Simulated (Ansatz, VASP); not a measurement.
## One calculation of S, two programs

File INCAR:

```
SYSTEM = S
ALGO     = Normal         ! electronic algorithm
EDIFF    = 1E-6           ! SCF threshold, eV
ENCUT    = 520            ! plane-wave cutoff, eV
GGA      = PS             ! functional
ISIF     = 2              ! what is computed and relaxed
ISMEAR   = -1             ! smearing method
LASPH    = .True.         ! aspherical terms in the spheres
LCHARG   = .True.         ! write CHGCAR
LELF     = .True.         ! ELF
LREAL    = .False.        ! projectors in reciprocal space
LVHAR    = .True.       
LWAVE    = .False.        ! write WAVECAR
NBANDS   = 9              ! bands
NELM     = 60             ! most SCF steps
PREC     = Accurate       ! precision mode
SIGMA    = 0.08           ! smearing width, eV
```

File KPOINTS:

```
k-points
0
Gamma
  18 18 18
  0 0 0
```

Contents of POSCAR:

```
S
1.0
    0.0000000000      1.7758123202      1.7758123202
    1.7758123202      0.0000000000      1.7758123202
    1.7758123202      1.7758123202      0.0000000000
S
1
Direct
    0.0000000000      0.0000000000      0.0000000000
```

Input for Ansatz:

```yaml
crystal:
  lattice:
    - [0.0, 1.7758123202, 1.7758123202]
    - [1.7758123202, 0.0, 1.7758123202]
    - [1.7758123202, 1.7758123202, 0.0]
  atoms:
    - { symbol: S, position: [0.0, 0.0, 0.0] }
kpoints:
  mp_grid: { grid: [18, 18, 18] }
scf:
  occupations: { method: fermi_dirac, width: 0.08 }
hamiltonian:
  xc: pbesol
  pseudopotentials: { kind: all_electron, lapw: { basis_error: 0.001 } }
output:
  forces: true
  stress: true
  eigenvalues: true
  populations: true
```

Change from the starting cell: volume scaled by 0.75, LAPW.

Alike in both runs: task single point; functional PBEsol; k mesh 18 × 18 × 18; occupations fermi-dirac, width 0.08 eV; no spin polarisation.

|  | VASP | Ansatz |
| --- | --- | --- |
| version | VASP 6.6.1 | Ansatz 0.2.0 |
| potentials or method | VASP PAW PBE potentials, release 64 (S) | all-electron LAPW, scalar-relativistic |
| plane-wave cutoff (eV) | 520 | see its input |

```csv
,VASP,Ansatz,Ansatz less VASP
pressure (GPa),49.0,49.1,+0.12
```

Ansatz ran all-electron here, so the differences hold the error of VASP's frozen core and of both bases.

Caveats: so large a pressure means that the cell lies far from this level's equilibrium, or that cutoff or potentials fall short (VASP); the potentials were made for another functional, which shifts forces and pressure (VASP).
